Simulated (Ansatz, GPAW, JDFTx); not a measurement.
# BN: 3 runs at one level of theory

```
CELL_PARAMETERS angstrom
0.00000 1.81300 1.81300
1.81300 0.00000 1.81300
1.81300 1.81300 0.00000
ATOMIC_POSITIONS crystal
N 0.25000 0.25000 0.25000
B 0.00000 0.00000 0.00000
```

The cell is a database's computed one, not the measured one.

Alike in all runs: task band structure; functional BLYP; k mesh 13 × 13 × 13; occupations fermi-dirac, width 0.05 eV; no spin polarisation; no spin-orbit coupling. Pressure is positive in compression and, in plane waves, holds the error of the finite cutoff. Gaps are the smaller of the mesh's and the band path's.

| program and potentials | plane-wave cutoff (eV) | notes | band gap (eV) | pressure (GPa) |
| --- | --- | --- | --- | --- |
| GPAW, PAW data sets generated for this functional | 800 | - | 4.86 | 5.20 |
| JDFTx, PseudoDojo-SR-PBE-0.5-standard | 1143 | potentials made for PBE | ? | - |
| Ansatz, all-electron LAPW, scalar-relativistic | - | - | 4.85 | 6.62 |

Question: Estimate from the other rows what the run with JDFTx, PseudoDojo-SR-PBE-0.5-standard gave.

Answer: Band gap 4.88 eV. The other rows, which needn't bracket it: band gap 4.85 to 4.86; pressure 5.20 to 6.62.
